PBE calculations without dispersion, spin polarisation or spin–orbit coupling for a three-atom SnSe₂ cell, its atoms moved at random by about 0.05 Å and not relaxed, with an 8×8×5 k mesh and Fermi–Dirac smearing of 0.05 eV. Pressure is positive in compression and omits Ansatz's Pulay correction; energy changes are relative to the unmoved cell.

```
         program                              potentials                      basis  pressure (GPa)  largest force (eV/Å)  energy change per atom (meV)
            GPAW    GPAW PAW data sets (gpaw data 1.2.1)                     600 eV           4.660                 0.764                           n/a
          Ansatz                              Ansatz PAW                     420 eV           4.840                 0.789                        -5.680
          ABINIT                        JTH PAW PBE v2.0                     599 eV           4.860                 0.789                        -5.650
     Ansatz LAPW  all electron LAPW, scalar relativistic  0.001 eV/atom basis error           4.870                 0.787                           n/a
            VASP    VASP PAW PBE potentials, recommended                     520 eV           4.960                 0.806                           n/a
Quantum ESPRESSO                 SSSP 1.3 efficiency PBE                     816 eV           4.980                 0.812                        -5.910
```

All six runs agree that, in PBE, this SnSe₂ cell is compressed: at its fixed size it pushes outward with nearly 5 GPa. They disagree on the exact value by 0.32 GPa, about 7 %. GPAW gives the lowest pressure, VASP and Quantum ESPRESSO the highest, and ABINIT and Ansatz lie close to the all-electron LAPW run. Since the crystal and the functional are the same in every row, the spread must come from how each program represents the electrons.

The tempting explanation is the plane-wave cutoff, the energy at which the basis is cut off. With a fixed number of plane waves, a larger cell is described less well, so its energy comes out too high and the crystal seems less eager to expand. This error, called Pulay stress, lowers the pressure. Yet GPAW and ABINIT, with cutoffs of 600 and 599 eV, differ by 0.20 GPa, and Ansatz, with the lowest cutoff, is only 0.03 GPa below LAPW. The Pulay correction that Ansatz computes for itself, left out of the table, is 0.038 GPa and accounts for that gap. Different potentials need different cutoffs, so this comparison alone does not finish the explanation. But an error that lowers the pressure cannot lift VASP and Quantum ESPRESSO above LAPW, unless the LAPW value is itself too low.

A second candidate is the frozen core: most programs compute only the outer electrons and keep the inner ones fixed. GPAW, ABINIT, VASP and Quantum ESPRESSO all treat 26 electrons per cell, and these four rows alone span the full range of pressures. The number of electrons set free therefore does not sort the results. What can still differ is how well each potential imitates the atom, and that shows up in the bonds.

In SnSe₂ a sheet of tin lies between two sheets of selenium, and each tin atom has six bonds. A bond held shorter than its preferred length pushes its two ends apart. If a potential prefers a slightly longer bond, all six push harder, the pressure rises, and the selenium sheets are driven away from the tin. The pushes on tin from above and below cancel.

The forces show this pattern. Half the difference between the two selenium forces along the layer normal grows from 0.580 eV/Å in GPAW to 0.629 eV/Å in Quantum ESPRESSO. The force on tin in that direction varies by less than 0.01 eV/Å over all six rows. A pure Pulay error would leave these forces alone, because plane waves do not move with the atoms.

The link between pressure and force can be estimated from geometry. Let each bond of length r gain an extra push f, in a cell of volume V, with selenium at height h above or below the tin sheet. The six bonds raise the pressure by ΔP, and three of them act on each selenium atom, raising its outward force by ΔF:

3V ΔP = 6 f r, so f = V ΔP / (2r)

ΔF = 3 f h / r

Take ΔP = 0.1 GPa, which is 0.00062 eV/Å³. With V = 3 × 25.73 = 77.2 Å³ and r = 2.642 Å, the shortest Sn–Se contact, taken for all six bonds, each bond needs an extra push of only 0.009 eV/Å. The bond length and the cell edge of 3.81 Å give h = √(2.642² − 3.81²/3) ≈ 1.46 Å, and so ΔF ≈ 0.015 eV/Å.

The model thus predicts a slope of 0.15 eV/Å per GPa, whereas a pure Pulay error predicts zero. A straight line fitted to all six rows, with a free constant, has a slope of 0.148 ± 0.012 in the same unit; the output below gives the details. Single steps are predicted less well: from LAPW to GPAW or to Quantum ESPRESSO the model misses the change in force by about 30 %, and for the small steps from LAPW to Ansatz and to ABINIT it gives the wrong sign. For Ansatz the sign comes out right once the Pulay correction is added back to the pressure. The model treats the layer as undistorted and leaves out the forces between selenium atoms.

The atoms of this cell were moved at random by about 0.05 Å, which adds an unknown share to every force. Whether the selenium forces point outward can be read from the shear stress. In the bond model, this is each selenium atom's sideways force times its height relative to the tin, summed and divided by the volume. If the selenium atom that is pushed downward lies below the tin, the result is 0.42 GPa, against 0.37 GPa from LAPW; if it lay above, the sign would be reversed. The forces therefore point outward. If the whole LAPW pressure came from compressed bonds, the model would give an outward force of 0.74 eV/Å, against a computed size of 0.60 eV/Å. The sizes are compatible with short bonds pushing the sheets apart, but they do not prove it.

ABINIT shows what a comparison of pressures can hide. Its pressure is only about 0.01 GPa below that of LAPW, but its sideways force on tin is 0.223 eV/Å, against 0.212 eV/Å in LAPW. A small uniform change in bond push can hardly produce this, since equal extra pushes from the six bonds, only slightly distorted here, nearly cancel on tin. Agreement in pressure is therefore no guarantee of agreement in every force.

The numbers favour a difference in bond push over a pure Pulay error or the count of electrons. Whether that push differs because of the potentials themselves or because an unfinished basis also distorts the bonds remains untested. Raising the cutoff with the potential unchanged would separate the two: a bond push that belongs to the potential would stay. For work at a fixed cell, the practical point is that a potential favouring longer bonds raises the pressure and the outward forces together.

The analysis program printed:

```
Offsets and forces:
               row  pressure less LAPW (GPa)  half difference of the two Se normal forces (eV/A)  Sn normal force (eV/A)  Sn sideways force (eV/A)
              GPAW                     -0.21                                                0.58                  0.3259                    0.2113
            Ansatz                     -0.03                                               0.607                  0.3247                    0.2119
            ABINIT                     -0.01                                              0.6081                  0.3194                    0.2231
       Ansatz LAPW                         0                                              0.6049                  0.3245                    0.2116
              VASP                      0.09                                              0.6229                  0.3269                    0.2132
  Quantum ESPRESSO                      0.11                                              0.6291                  0.3268                    0.2144
fit of push on 6 rows: constant -0.111 +/- 0.059, coefficient of result_pressure 0.148 +/- 0.012; rms 0.00251, worst Ansatz LAPW 0.00505, leave-one-out rms 0.00402
fit of szz on 6 rows: constant 1.531 +/- 0.2, coefficient of inplane 0.8794 +/- 0.044; rms 0.00944, worst ABINIT -0.0128, leave-one-out rms 0.0126
Slope of Se force against pressure from the bond model (eV/A per GPa): 0.1514
Ratio of normal to in-plane stress change from the bond model: 0.8836
Se force that the bond model gives for the whole LAPW pressure (eV/A): 0.7374
Extra push per bond that makes 0.1 GPa (eV/A): 0.009118
Range of pressure over all rows (GPa): 0.32
Range of pressure in percent of the median: 6.578
Range of pressure over the rows with 26 electrons (GPa): 0.32
ABINIT less GPAW at nearly equal cutoff (GPa): 0.2
Correlation of cutoff and pressure without LAPW: 0.2902
Correlation of Se force and pressure over all rows: 0.9869
Pulay correction taken off the Ansatz PAW pressure (GPa): 0.03786
GPAW shortfall against LAPW divided by that correction: 5.547
```
